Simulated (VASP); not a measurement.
# CuAu (P4/mmm) in VASP: further runs

One crystal, CuAu, is run at these levels: PBE; tasks: single point.

Program: VASP 6.6.1. These are calculated values, not measurements. Logs are shortened: lines on timing, memory, paths and dates and some standing lists are left out, and cuts for length are marked.

## Step 1: Starting point

The structure is tetragonal, space group P4/mmm (No. 123). The conventional cell has a = 2.811 Å, b = 2.811 Å, c = 3.685 Å, α = 90.00°, β = 90.00°, γ = 90.00°. Au (site symmetry 4/mmm) has 8 Cu at 2.71 Å and 4 Au at 2.81 Å as nearest neighbours. Around Cu (site symmetry 4/mmm) lie 8 Au at 2.71 Å and 4 Cu at 2.81 Å.

## Step 2: Single point, PBE

File INCAR:

```
SYSTEM = CuAu
ADDGRID  = .FALSE.      
ALGO     = Normal         ! electronic algorithm
EDIFF    = 1E-6           ! SCF threshold, eV
ENCUT    = 460            ! plane-wave cutoff, eV
GGA      = PE             ! functional
ISIF     = 2              ! what is computed and relaxed
ISMEAR   = 1              ! smearing method
LASPH    = .TRUE.         ! aspherical terms in the spheres
LCHARG   = .FALSE.        ! write CHGCAR
LREAL    = .FALSE.        ! projectors in reciprocal space
LWAVE    = .FALSE.        ! write WAVECAR
NBANDS   = 18             ! bands
NELM     = 100            ! most SCF steps
PREC     = Accurate       ! precision mode
SIGMA    = 0.2            ! smearing width, eV
```

File KPOINTS:

```
k-points
0
G
  10 10 8
  0 0 0
```

File POSCAR:

```
CuAu
1.0
    2.8107494552      0.0000000000      0.0000000000
    0.0000000000      2.8107494552      0.0000000000
    0.0000000000      0.0000000000      3.6850000000
Au Cu
1 1
Direct
    0.0000000000      0.0000000000      0.0000000000
    0.5000000000      0.5000000000      0.5000000000
```

Potentials or basis: VASP PAW PBE potentials, release 64 (Au, Cu).

Started as:

```console
> cat potpaw_PBE.64/Au/POTCAR potpaw_PBE.64/Cu/POTCAR > POTCAR
> mpirun -np 1 vasp_std > vasp.out
```

OUTCAR:

```text
SYSTEM = CuAu
   EDIFF = 1E-6
   ENCUT = 460
   GGA = PE
   ISIF = 2
   ISMEAR = 1
   LASPH = .TRUE.
   LREAL = .FALSE.
   NELM = 100
   PREC = Accurate

 Found    105 irreducible k-points:

 Following reciprocal coordinates:
            Coordinates               Weight
  0.000000  0.000000  0.000000      1.000000
  0.100000  0.000000  0.000000      4.000000
  0.200000  0.000000  0.000000      4.000000
  0.300000  0.000000  0.000000      4.000000
  0.400000  0.000000  0.000000      4.000000
  0.500000  0.000000  0.000000      2.000000
   k-points           NKPTS =    105   k-points in BZ     NKDIM =    105   number of bands    NBANDS=     18
   number of dos      NEDOS =    301   number of ions     NIONS =      2
   total plane-waves  NPLWV =  11200
   dimension x,y,z NGX =    20 NGY =   20 NGZ =   28
   dimension x,y,z NGXF=    40 NGYF=   40 NGZF=   56
   ions per type =               1   1
   NGX,Y,Z   is equivalent  to a cutoff of  11.83, 11.83, 12.63 a.u.
   NGXF,Y,Z  is equivalent  to a cutoff of  23.66, 23.66, 25.26 a.u.
 SYSTEM =  CuAu
   PREC   = accura    normal or accurate (medium, high low for compatibility)
   ISTART =      0    job   : 0-new  1-cont  2-samecut
   ICHARG =      2    charge: 1-file 2-atom 10-const
   ISPIN  =      1    spin polarized calculation?
   LNONCOLLINEAR =      F non collinear calculations
   LSORBIT =      F    spin-orbit coupling
   LASPH  =      T    aspherical Exc in radial PAW
   ENCUT  =  460.0 eV  33.81 Ry    5.81 a.u.   4.92  4.92  6.44*2*pi/ulx,y,z
   NELM   =    100;   NELMIN=  2; NELMDL= -5     # of ELM steps
   EDIFF  = 0.1E-05   stopping-criterion for ELM
   LREAL  =      F    real-space projection
   EDIFFG = 0.1E-04   stopping-criterion for IOM
   NSW    =      0    number of steps for IOM
   IBRION =     -1    ionic relax: 0-MD 1-quasi-New 2-CG
   NFREE  =      0    steps in history (QN), initial steepest desc. (CG)
   ISIF   =      2    stress and relaxation
   ISYM   =      2    0-nonsym 1-usesym 2-fastsym
   POTIM  = 0.5000    time-step for ionic-motion
   TEBEG  =    0.0;   TEEND  =   0.0 temperature during run
   PSTRESS=    0.0 pullay stress
   NELECT =      22.0000    total number of electrons
   NUPDOWN=      -1.0000    fix difference up-down
   EMIN   =  10.00;   EMAX   =-10.00  energy-range for DOS
   EFERMI =   0.00;   METHOD = LEGACY
   ISMEAR =     1;   SIGMA  =   0.20  broadening in eV -4-tet -1-fermi 0-gaus
   EFERMI_NEDOS =   21; number of points for ismear=-14 and -15
   IALGO  =     38    algorithm
   IMIX   =      4    mixing-type and parameters
     AMIX     =   0.40;   BMIX     =  1.00
     AMIX_MAG =   1.60;   BMIX_MAG =  1.00
  volume/ion in A,a.u.               =      14.56        98.23
  Fermi-wavevector in a.u.,A,eV,Ry     =   1.491152  2.817868 30.253005  2.223533
  Thomas-Fermi vector in A             =   2.603843
   LORBIT       =      0    0 simple, 1 ext, 2 COOP (PROOUT), +10 PAW based schemes
   GGA     = PE    functional components
   LHFCALC =     F    Hartree Fock is set to
   AEXX    =    0.0000 exact exchange contribution
   IVDW    =     0    specifies the selected vdW correction
   LEPSILON=     F    determine dielectric tensor
   LRPA    =     F    only Hartree local field effects (RPA)
 non-spin polarized calculation
 Methfessel and Paxton  Order N= 1 SIGMA  =   0.20
  energy-cutoff  :      460.00
  volume of cell :       29.11
 maximum number of plane-waves:       676
 NGX is ok and might be reduce to    20
   NGX =  9   NGY =  9   NGZ = 13

 number of electron      22.0000020 magnetization

 Free energy of the ion-electron system (eV)
  ---------------------------------------------------
  ext. energy  EPLUGINS =         0.00000000
  ---------------------------------------------------
  free energy    TOTEN  =        -7.04516521 eV

  energy without entropy =       -7.04560866  energy(sigma->0) =       -7.04531303

 E-fermi :   8.7215     XC(G=0): -12.6638

 val. band max:        8.7175261814   @ k =   0.5000   0.1000   0.5000
 cond. band min:       8.7259708164   @ k =   0.5000   0.1000   0.5000
 fundamental gap:      0.0084446350
 Fermi energy:         8.7214529366

 k-point     1 :       0.0000    0.0000    0.0000
  band No.  band energies     occupation
      1      -1.0365      2.00000
      2       2.1368      2.00000
      3       2.2864      2.00000
      4       4.6721      2.00000
      5       4.6721      2.00000
      6       5.7360      2.00000
[... 10 lines left out ...]
     17      25.5472      0.00000
     18      26.1386      0.00000

 k-point     2 :       0.1000    0.0000    0.0000
  band No.  band energies     occupation
      1      -0.8044      2.00000
      2       2.2472      2.00000
      3       2.4252      2.00000
      4       4.5315      2.00000
      5       4.7261      2.00000
      6       5.6360      2.00000
[... 10 lines left out ...]
     17      26.2136      0.00000
     18      27.2647      0.00000

 k-point     3 :       0.2000    0.0000    0.0000
  band No.  band energies     occupation
      1      -0.1523      2.00000
      2       2.4713      2.00000
      3       2.8989      2.00000
      4       4.1523      2.00000
      5       4.8797      2.00000
      6       5.3652      2.00000
[... 10 lines left out ...]
     17      25.7200      0.00000
     18      27.5635      0.00000

 k-point     4 :       0.3000    0.0000    0.0000
  band No.  band energies     occupation
      1       0.7741      2.00000
      2       2.7727      2.00000
      3       3.5708      2.00000
      4       3.6881      2.00000
      5       5.0244      2.00000
      6       5.1042      2.00000
[... 10 lines left out ...]
     17      23.8999      0.00000
     18      26.4646      0.00000

 k-point     5 :       0.4000    0.0000    0.0000
  band No.  band energies     occupation
      1       1.6647      2.00000
      2       3.1363      2.00000
      3       3.3308      2.00000
      4       4.1075      2.00000
      5       4.7525      2.00000
      6       5.3383      2.00000
[... 10 lines left out ...]
     17      23.8448      0.00000
     18      25.2445      0.00000

 k-point     6 :       0.5000    0.0000    0.0000
  band No.  band energies     occupation
      1       2.0373      2.00000
      2       3.1997      2.00000
      3       3.3885      2.00000
      4       4.2342      2.00000
      5       4.6504      2.00000
      6       5.4528      2.00000
[... 10 lines left out ...]
     17      24.7399      0.00000
     18      25.8643      0.00000

 [... further k-points ...]

------------------------ aborting loop because EDIFF is reached ----------------------------------------

  FORCE on cell =-STRESS in cart. coord.  units (eV):
  Direction    XX          YY          ZZ          XY          YZ          ZX
  --------------------------------------------------------------------------------------
  -------------------------------------------------------------------------------------
  Total        0.9386462      0.9386462      0.6064445      0.0000000     -0.0000000      0.0000000
  in kB       51.6571883     51.6571883     33.3748936      0.0000000     -0.0000000      0.0000000
  external PRESSURE =      45.5630901 kB  Pullay stress =       0.0000000 kB

 VOLUME and BASIS-vectors are now :
 -----------------------------------------------------------------------------
  energy-cutoff  :      460.00
  volume of cell :       29.11
      direct lattice vectors                 reciprocal lattice vectors
     2.810749455  0.000000000  0.000000000     0.355776997  0.000000000  0.000000000
     0.000000000  2.810749455  0.000000000     0.000000000  0.355776997  0.000000000
     0.000000000  0.000000000  3.685000000     0.000000000  0.000000000  0.271370421

 POSITION                                       TOTAL-FORCE (eV/Angst)
 -----------------------------------------------------------------------------------
      0.00000      0.00000      0.00000         0.000000      0.000000      0.000000
      1.40537      1.40537      1.84250         0.000000      0.000000      0.000000
 -----------------------------------------------------------------------------------
    total drift:                               -0.000000      0.000000      0.000000

  FREE ENERGIE OF THE ION-ELECTRON SYSTEM (eV)
  ---------------------------------------------------
  free  energy   TOTEN  =        -7.0451652098 eV

  energy  without entropy=       -7.0456086586  energy(sigma->0) =       -7.04531303
```

It took 30 s on 1 thread of Intel Xeon Platinum 8375C at 2.90GHz (Ice Lake), shared host; peak memory 0.17 GiB.

The run converged, but some of its settings lie outside the range that counts as converged, so its numbers aren't taken as properties of the crystal.

What came out:

* Free energy: -7.0452 eV
* Pressure: 4.6 GPa
* Band gap on the k mesh: none (metal or under the smearing width)

## Step 3: Single point, PBE

INCAR is that of step 2.

KPOINTS is that of step 2.

File POSCAR:

```
CuAu
1.0
    2.8107494552      0.0000000000      0.0000000000
    0.0000000000      2.8107494552      0.0000000000
    0.0000000000      0.0000000000      3.6850000000
Au Cu
1 1
Direct
    0.0257070000      0.0114430000     -0.0258500000
    0.4994280000      0.4658820000      0.5068750000
```

Potentials or basis: VASP PAW PBE potentials, release 64 (Au, Cu).

Started as:

```console
> cat potpaw_PBE.64/Au/POTCAR potpaw_PBE.64/Cu/POTCAR > POTCAR
> mpirun -np 1 vasp_std > vasp.out
```

OUTCAR:

```text
SYSTEM = CuAu
   EDIFF = 1E-6
   ENCUT = 460
   GGA = PE
   ISIF = 2
   ISMEAR = 1
   LASPH = .TRUE.
   LREAL = .FALSE.
   NELM = 100
   PREC = Accurate

 Found    404 irreducible k-points:

 Following reciprocal coordinates:
            Coordinates               Weight
  0.000000  0.000000  0.000000      1.000000
  0.100000  0.000000  0.000000      2.000000
  0.000000  0.100000  0.000000      2.000000
  0.200000  0.000000  0.000000      2.000000
  0.000000  0.200000  0.000000      2.000000
  0.300000  0.000000  0.000000      2.000000
   k-points           NKPTS =    404   k-points in BZ     NKDIM =    404   number of bands    NBANDS=     18
   number of dos      NEDOS =    301   number of ions     NIONS =      2
   total plane-waves  NPLWV =  11200
   dimension x,y,z NGX =    20 NGY =   20 NGZ =   28
   dimension x,y,z NGXF=    40 NGYF=   40 NGZF=   56
   ions per type =               1   1
   NGX,Y,Z   is equivalent  to a cutoff of  11.83, 11.83, 12.63 a.u.
   NGXF,Y,Z  is equivalent  to a cutoff of  23.66, 23.66, 25.26 a.u.
 SYSTEM =  CuAu
   PREC   = accura    normal or accurate (medium, high low for compatibility)
   ISTART =      0    job   : 0-new  1-cont  2-samecut
   ICHARG =      2    charge: 1-file 2-atom 10-const
   ISPIN  =      1    spin polarized calculation?
   LNONCOLLINEAR =      F non collinear calculations
   LSORBIT =      F    spin-orbit coupling
[... 53 lines left out ...]

 val. band max:        8.7358466047   @ k =  -0.1000   0.5000   0.3750
 cond. band min:       8.7420716033   @ k =   0.5000   0.1000   0.5000
 fundamental gap:      0.0062249986
 Fermi energy:         8.7363387623

 k-point     1 :       0.0000    0.0000    0.0000
  band No.  band energies     occupation
      1      -1.0422      2.00000
      2       2.1101      2.00000
      3       2.2637      2.00000
      4       4.6085      2.00000
      5       4.6873      2.00000
      6       5.7168      2.00000
[... 103 lines left out ...]
      5       4.9050      2.00000
      6       5.0433      2.00000
[... 10 lines left out ...]
     17      23.9930      0.00000
     18      26.3444      0.00000

 [... further k-points ...]

------------------------ aborting loop because EDIFF is reached ----------------------------------------

  FORCE on cell =-STRESS in cart. coord.  units (eV):
  Direction    XX          YY          ZZ          XY          YZ          ZX
  --------------------------------------------------------------------------------------
  -------------------------------------------------------------------------------------
  Total        1.3478065      1.2086418      1.1116516      0.1147085     -0.3473558     -0.2094352
  in kB       74.1747997     66.5160452     61.1783131      6.3128374    -19.1162782    -11.5259952
  external PRESSURE =      67.2897194 kB  Pullay stress =       0.0000000 kB

 VOLUME and BASIS-vectors are now :
 -----------------------------------------------------------------------------
  energy-cutoff  :      460.00
  volume of cell :       29.11
      direct lattice vectors                 reciprocal lattice vectors
     2.810749455  0.000000000  0.000000000     0.355776997  0.000000000  0.000000000
     0.000000000  2.810749455  0.000000000     0.000000000  0.355776997  0.000000000
     0.000000000  0.000000000  3.685000000     0.000000000  0.000000000  0.271370421

 POSITION                                       TOTAL-FORCE (eV/Angst)
 -----------------------------------------------------------------------------------
      0.07226      0.03216      3.58974        -0.304534     -0.505962      0.927454
      1.40377      1.30948      1.86783         0.304534      0.505962     -0.927454
 -----------------------------------------------------------------------------------
    total drift:                                0.000223      0.001155     -0.001048

  FREE ENERGIE OF THE ION-ELECTRON SYSTEM (eV)
  ---------------------------------------------------
  free  energy   TOTEN  =        -6.9502422669 eV

  energy  without entropy=       -6.9505435503  energy(sigma->0) =       -6.95034269
```

OSZICAR:

```text
N       E                     dE             d eps       ncg     rms          rms(c)
DAV:   1     0.121881199489E+03    0.12188E+03   -0.10193E+04 15698   0.157E+03
DAV:   2    -0.313964743513E+01   -0.12502E+03   -0.11725E+03 14712   0.281E+02
DAV:   3    -0.785052874529E+01   -0.47109E+01   -0.46302E+01 17222   0.649E+01
DAV:   4    -0.791567020352E+01   -0.65141E-01   -0.65094E-01 17996   0.635E+00
DAV:   5    -0.791741668161E+01   -0.17465E-02   -0.17464E-02 18800   0.108E+00    0.117E+01
DAV:   6    -0.735669802379E+01    0.56072E+00   -0.63859E+00 15650   0.691E+01    0.542E+00
DAV:   7    -0.703426795080E+01    0.32243E+00   -0.26027E+00 17374   0.750E+01    0.605E+00
DAV:   8    -0.695799908991E+01    0.76269E-01   -0.23771E-01 19236   0.127E+01    0.291E+00
DAV:   9    -0.695067950764E+01    0.73196E-02   -0.17120E-02 22162   0.262E+00    0.154E-01
DAV:  10    -0.695026745384E+01    0.41205E-03   -0.32216E-03 20056   0.964E-01    0.102E-01
DAV:  11    -0.695024729643E+01    0.20157E-04   -0.10169E-04 21922   0.135E-01    0.225E-02
DAV:  12    -0.695024167731E+01    0.56191E-05   -0.11006E-05 22042   0.977E-02    0.143E-02
DAV:  13    -0.695024226691E+01   -0.58960E-06   -0.10524E-06  8850   0.139E-02
   1 F= -.69502423E+01 E0= -.69503427E+01  d E =0.301283E-03
```

It took 1.8 min on 1 thread of Intel Xeon Platinum 8375C at 2.90GHz (Ice Lake), shared host; peak memory 0.29 GiB.

These settings aren't checked as converged: the numbers below hold their error.

What came out:

```yaml
Free_energy: -6.9502 eV
Pressure: 6.7 GPa
Largest_force: 1.100 eV/Å
Band_gap_on_the_k_mesh: none (metal or under the smearing width)
```

## Step 4: The reference run

An earlier run on the cell as given: functional PBEsol; potentials or basis VASP PAW PBE potentials, release 64 (Au, Cu); cutoff 520 eV; k mesh 9 × 9 × 7; occupations fermi-dirac, width 0.05 eV; no spin polarisation.

- Pressure: -3.9 GPa
- Band gap on the k mesh: none (metal or under the smearing width)
